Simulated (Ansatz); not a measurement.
Computed properties of LiH (Fm-3m)

All numbers come from Ansatz. (Simulation; spin polarisation is off.)

A 2-atom cell of LiH started from a crystallographic database with hydrogen sites as listed, relaxed with r2SCAN+rVV10. It is cubic, Fm-3m (No. 225); conventional cell a = 3.997 Å, 7.98 Å³ an atom. Around Li lie 6 H at 2.00 Å; around H lie 6 Li at 2.00 Å.

```
CELL_PARAMETERS angstrom
0.00000 1.99847 1.99847
1.99847 0.00000 1.99847
1.99847 1.99847 0.00000
ATOMIC_POSITIONS crystal
Li 0.00000 0.00000 0.00000
H 0.50000 0.50000 0.50000
```

On this one geometry the levels give:
```tsv
level	k mesh	gap (eV)	kind	edges	least direct gap (eV)
LDA	10×10×10	2.61	direct	X	2.61
PBE	10×10×10	2.98	direct	X	2.98
r2SCAN	10×10×10	3.63	direct	X	3.63
r2SCANh	8×8×8	4.21	direct	X	4.21
HSE06	8×8×8	3.97	direct	X	3.97
DDH-PBE0	8×8×8	4.50	direct	X	4.50
PBE0	8×8×8	4.65	direct	X	4.65
G0W0@PBE (47 empty bands, 120 eV, 6×6×6)	6×6×6	4.75	–	X (mesh)	–
G0W0@PBE (118 empty bands, 220 eV, 6×6×6)	6×6×6	4.86	–	X (mesh)	–
```
PBE: smearing of 0.02 eV; the others have fixed occupations.
Wave cutoffs: 420 eV, 500 eV (r2SCAN, r2SCANh). Set aside, since their points miss a band edge that the other levels read or their mesh is too coarse: LC-ωPBE.
The G0W0 gap is PBE's gap over the path plus the quasiparticle shift read on the mesh. No extrapolation in bands, cutoff or mesh was made for G0W0.

With HSE06 the gap is 3.97 eV and direct, at X.

Set against the finite-basis gap of 4.86 eV from G0W0@PBE (118 empty bands, 220 eV, 6×6×6), the closest functional is PBE0, which differs by -0.21 eV, at about 16 times r2SCAN's cost; G0W0 itself took about 13 times r2SCAN's cost. The others: DDH-PBE0 -0.36, r2SCANh -0.65, HSE06 -0.89, r2SCAN -1.23, PBE -1.88, LDA -2.25 eV. The yardstick still moved by +0.10 eV in its last step of bands and cutoff, so this order can change. r2SCAN covers 66 % of the step from PBE to HSE06, while HSE06 needs about 17 times r2SCAN's cost (on a coarser mesh). Among these functionals the gap stays direct.

r2SCAN (ground state on 10×10×10): ε∞: 3.90 in all directions. Born charges, averaged over directions: Li +1.00, H -1.00 e. PBE (ground state on 10×10×10): The clamped-ion dielectric constant comes out as 4.39 in all directions. Born charges, averaged over directions: Li +1.02, H -1.02 e.

The meshes of the hybrids are coarse, so their gaps aren't converged to the digits shown.
